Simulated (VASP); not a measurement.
Here is a VASP 6.6.1 calculation.

File POSCAR:

```
CdS
1.0
    0.0000000000      2.9387116464      2.9387116464
    2.9387116464      0.0000000000      2.9387116464
    2.9387116464      2.9387116464      0.0000000000
Cd S
1 1
Direct
    0.0000000000      0.0000000000      0.0000000000
    0.2500000000      0.2500000000      0.2500000000
```

INCAR.step1

```
PREC = Accurate
ENCUT = 520
ISMEAR = 0
SIGMA = 0.02
LREAL = F
LASPH = T
NELM = 100
NBANDS = 16
GGA = PE
ALGO = Normal
EDIFF = 1E-4
LWAVE = T
LCHARG = F
```

INCAR.step2

```
PREC = Accurate
ENCUT = 520
EDIFF = 1E-6
ISMEAR = 0
SIGMA = 0.02
LREAL = F
LASPH = T
NELM = 100
ALGO = Normal
ISIF = 2
LWAVE = F
LCHARG = T
METAGGA = R2SCAN
LMIXTAU = T
LELF = T
LVHAR = T
NBANDS = 16
ISTART = 1
```

The input KPOINTS:

```
regular mesh
0
Gamma
  8 8 8
```

Potentials or basis: VASP PAW PBE potentials, release 64 (Cd, S).

Command:

```sh
$ cat potpaw_PBE.64/Cd/POTCAR potpaw_PBE.64/S/POTCAR > POTCAR
$ cp INCAR.step1 INCAR
$ mpirun -np 1 vasp_std > vasp.out
$ cp INCAR.step2 INCAR
$ mpirun -np 1 vasp_std > vasp.out
```

Problem. What does it give for the band gap on the k mesh?

Solution. 1.54 eV, direct.

Problem. Predict the pressure.

Solution. 0.3 GPa.

Caveat: the PAW data sets were made with another functional, which shifts forces and pressure a little. r2SCAN opens gaps a little over a GGA but as a rule still falls short of measured ones.
